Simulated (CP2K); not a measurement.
# PtSe2 (Sudovikovite) (P-3m1) in CP2K: reference runs, part 2 of 2

CP2K 2026.2. Earlier steps stand in the parts before.

**3. Single point, PBEsol (atoms moved at random, drawn with an rms of 0.05 Å)**

ptse2_scf.inp

```
&GLOBAL
  PROJECT ptse2_scf
  RUN_TYPE ENERGY_FORCE
  PRINT_LEVEL LOW
&END GLOBAL
&FORCE_EVAL
  METHOD QS
  STRESS_TENSOR ANALYTICAL
  &DFT
    BASIS_SET_FILE_NAME BASIS_MOLOPT_UZH
    POTENTIAL_FILE_NAME POTENTIAL_UZH
    &MGRID
      CUTOFF 450
      REL_CUTOFF 60
      NGRIDS 4
    &END MGRID
    &QS
      METHOD GPW
      EPS_DEFAULT 1.0E-10
    &END QS
    &KPOINTS
      SCHEME MONKHORST-PACK 8 8 5
      GAMMA_CENTERED T
      SYMMETRY T
      SYMMETRY_BACKEND SPGLIB
    &END KPOINTS
    &SCF
      SCF_GUESS ATOMIC
      EPS_SCF 1.0E-6
      MAX_SCF 100
      ADDED_MOS 15
      CHOLESKY OFF
      EPS_EIGVAL 1.0E-7
      &DIAGONALIZATION ON
        ALGORITHM STANDARD
      &END DIAGONALIZATION
      &MIXING ON
        METHOD BROYDEN_MIXING
        ALPHA 0.4
        BETA 1.5
        NBUFFER 8
      &END MIXING
      &SMEAR ON
        METHOD FERMI_DIRAC
        ELECTRONIC_TEMPERATURE 580.23
      &END SMEAR
    &END SCF
    &XC
      &XC_FUNCTIONAL
        &GGA_X_PBE_SOL
        &END GGA_X_PBE_SOL
        &GGA_C_PBE_SOL
        &END GGA_C_PBE_SOL
      &END XC_FUNCTIONAL
    &END XC
    &PRINT
      &KPOINTS ON
      &END KPOINTS
      &MULLIKEN ON
      &END MULLIKEN
      &MO ON
        ENERGIES T
        OCCUPATION_NUMBERS T
        &EACH
          QS_SCF 0
        &END EACH
        ADD_LAST NUMERIC
      &END MO
      &LOWDIN ON
      &END LOWDIN
      &HIRSHFELD ON
        SHAPE_FUNCTION DENSITY
      &END HIRSHFELD
      &E_DENSITY_CUBE ON
        STRIDE 1
      &END E_DENSITY_CUBE
      &V_HARTREE_CUBE ON
        STRIDE 1
      &END V_HARTREE_CUBE
      &ELF_CUBE ON
        STRIDE 1
      &END ELF_CUBE
    &END PRINT
  &END DFT
  &SUBSYS
    &CELL
      ABC 3.7240000000 3.7240000000 5.0620000000
      ALPHA_BETA_GAMMA 90.0000000000 90.0000000000 119.9999999999
      PERIODIC XYZ
    &END CELL
    &COORD
      SCALED
      Pt  0.0113330000 0.0226290000 0.0066020000
      Se  0.6503450000 0.3313450000 0.7400010000
      Se  0.3323820000 0.6551270000 0.2463110000
    &END COORD
    &KIND Pt
      BASIS_SET TZVP-MOLOPT-PBE-GTH-q18
      POTENTIAL GTH-PBE-q18
    &END KIND
    &KIND Se
      BASIS_SET TZVP-MOLOPT-PBE-GTH-q6
      POTENTIAL GTH-PBE-q6
    &END KIND
    &PRINT
      &ATOMIC_COORDINATES ON
      &END ATOMIC_COORDINATES
      &CELL ON
      &END CELL
    &END PRINT
  &END SUBSYS
  &PRINT
    &FORCES ON
    &END FORCES
    &STRESS_TENSOR ON
    &END STRESS_TENSOR
  &END PRINT
&END FORCE_EVAL
```

Potentials or basis: POTENTIAL_UZH Pt GTH-PBE-q18, Se GTH-PBE-q6; TZVP-MOLOPT-PBE-GTH basis.

Run with:

```
$ OMP_NUM_THREADS=1 cp2k.psmp -i ptse2_scf.inp -o ptse2_scf.out
```

ptse2_scf.out:

```text

 CP2K| version string:                                       CP2K version 2026.2
 CP2K| Input file name                                             ptse2_scf.inp

 GLOBAL| Force Environment number                                              1
 GLOBAL| Basis set file name                                    BASIS_MOLOPT_UZH
 GLOBAL| Potential file name                                       POTENTIAL_UZH
 GLOBAL| MM Potential file name                                     MM_POTENTIAL
 GLOBAL| Coordinate file name                                      __STD_INPUT__
 GLOBAL| Method name                                                        CP2K
 GLOBAL| Project name                                                  ptse2_scf
 GLOBAL| Run type                                                   ENERGY_FORCE
 GLOBAL| FFT library                                                       FFTW3
[... 8 lines left out ...]
 GLOBAL| CPU model name                                                  UNKNOWN

 CELL| Volume [angstrom^3]:                                            60.795596
 CELL| Vector a [angstrom]:       3.724     0.000     0.000   |a| =     3.724000
 CELL| Vector b [angstrom]:      -1.862     3.225     0.000   |b| =     3.724000
 CELL| Vector c [angstrom]:       0.000     0.000     5.062   |c| =     5.062000
 CELL| Angle (b,c), alpha [degree]:                                    90.000000
 CELL| Angle (a,c), beta  [degree]:                                    90.000000
 CELL| Angle (a,b), gamma [degree]:                                   120.000000
 CELL| Numerically orthorhombic:                                              NO
 CELL| Periodicity                                                           XYZ

 CELL_REF| Volume [angstrom^3]:                                        60.795596
 CELL_REF| Vector a [angstrom     3.724     0.000     0.000   |a| =     3.724000
 CELL_REF| Vector b [angstrom    -1.862     3.225     0.000   |b| =     3.724000
 CELL_REF| Vector c [angstrom     0.000     0.000     5.062   |c| =     5.062000
 CELL_REF| Angle (b,c), alpha [degree]:                                90.000000
 CELL_REF| Angle (a,c), beta  [degree]:                                90.000000
 CELL_REF| Angle (a,b), gamma [degree]:                               120.000000
 CELL_REF| Numerically orthorhombic:                                          NO
 CELL_REF| Periodicity                                                       XYZ
[... 9 lines left out ...]
 TOTAL NUMBERS AND MAXIMUM NUMBERS

  Total number of            - Atomic kinds:                                   2
                             - Atoms:                                          3
                             - Shell sets:                                     3
                             - Shells:                                        25
[... 648 lines left out ...]
 MO|     30               1.013200              27.570561               0.000000
 MO| Sum:                                                              30.006097
 MO| E(Fermi):            0.306646 a.u.          8.344271 eV

 [... the levels of further k-points ...]

 The electron density is written in Cube    file format to the file:

 ptse2_scf-ELECTRON_DENSITY-1_0.cube

 !-----------------------------------------------------------------------------!
                     Mulliken Population Analysis

 #  Atom  Element  Kind  Atomic population                           Net charge
       1     Pt       1         18.312610                             -0.312610
       2     Se       2          5.861182                              0.138818
       3     Se       2          5.826208                              0.173792
 # Total charge                             30.000000                 -0.000000

 !-----------------------------------------------------------------------------!

 !-----------------------------------------------------------------------------!
                           Hirshfeld Charges

  #Atom  Element  Kind  Ref Charge     Population                    Net charge
      1       Pt     1      18.000         17.914                         0.086
      2       Se     2       6.000          6.047                        -0.047
      3       Se     2       6.000          6.039                        -0.039

  Total Charge                                                           -0.000
 !-----------------------------------------------------------------------------!

 LOWDIN POPULATION ANALYSIS

 #  Atom  Element  Kind  Atomic population                           Net charge
       1     Pt       1         20.163860                             -2.163860
       2     Se       2          4.924030                              1.075970
       3     Se       2          4.912110                              1.087890
 # Total charge                             30.000000                 -0.000000

               ----- ELF is computed on the real space grid -----

 ELF is written in Cube    file format to the file:

 ptse2_scf-ELF_S1-1_0.cube

 ENERGY| Total FORCE_EVAL ( QS ) energy [hartree]           -138.940959220445251

 FORCES| Atomic forces [hartree/bohr]
 FORCES|   Atom     x               y               z               |f|
 FORCES|      1 -6.45621002E-03 -3.40906828E-02 -2.36477584E-02   4.19889721E-02
 FORCES|      2  9.66753026E-03  1.06049856E-02  1.40637398E-03   1.44189025E-02
 FORCES|      3 -3.20859078E-03  2.34846616E-02  2.22451622E-02   3.25064859E-02
 FORCES| Sum     2.72945809E-06 -1.03554950E-06  3.77778729E-06
 FORCES| Total atomic force                                       4.77430425E-06

 STRESS| Analytical stress tensor [bar]
 STRESS|                        x                   y                   z
 STRESS|      x        3.96883321902E+04   1.08299742595E+04  -2.03789189606E+04
 STRESS|      y        1.08299742595E+04   6.63886336989E+04   1.88925711436E+04
 STRESS|      z       -2.03789189606E+04   1.88925711436E+04   2.80047766151E+04
 STRESS| 1/3 Trace                                             4.46939141681E+04
 STRESS| Determinant                                           2.04274189615E+13

 STRESS| Eigenvectors and eigenvalues of the analytical stress tensor [bar]
 STRESS|                        1                   2                   3
 STRESS| Eigenvalues   5.02160127419E+03   5.47208593072E+04   7.43392819228E+04
 STRESS|      x           0.552988612391      0.828116203806      0.091799496509
 STRESS|      y          -0.332753428175      0.118493989665      0.935539593203
 STRESS|      z           0.763857807843     -0.547889338650      0.341084332665
```

It took 44 s on 1 thread of Arm Neoverse V2, shared host; peak memory 0.36 GiB.

Results:

```
Free energy            : -3780.7758 eV
Pressure               : 4.5 GPa
Largest force          : 2.159 eV/Å
Band gap on the k mesh : none (metal or under the smearing width)
Mulliken charges       : Pt -0.31; Se +0.14, +0.17 e
Hirshfeld charges      : Pt +0.09; Se -0.05, -0.04 e
```

Forces in eV/Å, atoms in the order of the input:
```
Pt  -0.332 -1.753 -1.216
Se   0.497  0.545  0.072
Se  -0.165  1.208  1.144
```

Caveat: Mulliken charges move with the basis; the potentials were made for another functional, which shifts forces and pressure; the basis of atomic orbitals isn't converged, which shifts pressures, moduli and gaps. Spin-orbit coupling is left out, which matters for the levels of Pt.
